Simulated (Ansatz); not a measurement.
Ca: levels along high-symmetry lines

```yaml
crystal:
  lattice:
    - [-2.19041, 2.19041, 2.19041]
    - [2.19041, -2.19041, 2.19041]
    - [2.19041, 2.19041, -2.19041]
  atoms:
    - { symbol: Ca, position: [0.00000, 0.00000, 0.00000] }
```

The cell was built from the bcc type and relaxed in the same program, and has space group Im-3m; it needn't be a known or the stable phase.

Computed with Ansatz 0.2.0, DFT, PBE, all-electron LAPW, scalar-relativistic.

Settings: a Γ-centred 13×13×13 k mesh, Fermi–Dirac smearing of 0.08 eV, basis error target 1 meV/atom, no spin polarisation.

Points in fractions of the reciprocal vectors of this cell: Γ (0, 0, 0), H (0.5, -0.5, 0.5), N (0, 0, 0.5), P (0.25, 0.25, 0.25). The path joins them by straight lines in the order Γ–H–N–Γ–P–H–P–N; legs that retrace an earlier one aren't tabulated. Energies are in eV from the Fermi level.

(1) List the levels at H between -8 and 2 eV.

(2) List the levels at N between -8 and 2 eV.

(3) List the levels at P between -8 and 2 eV.

(4) What is the band gap?

Results:

(1) 0.05 (×2).

(2) -0.90, -0.02, 1.34.

(3) 0.35 (×3).

(4) None at this level of theory (metallic, semimetallic, or a small gap that the functional closes).
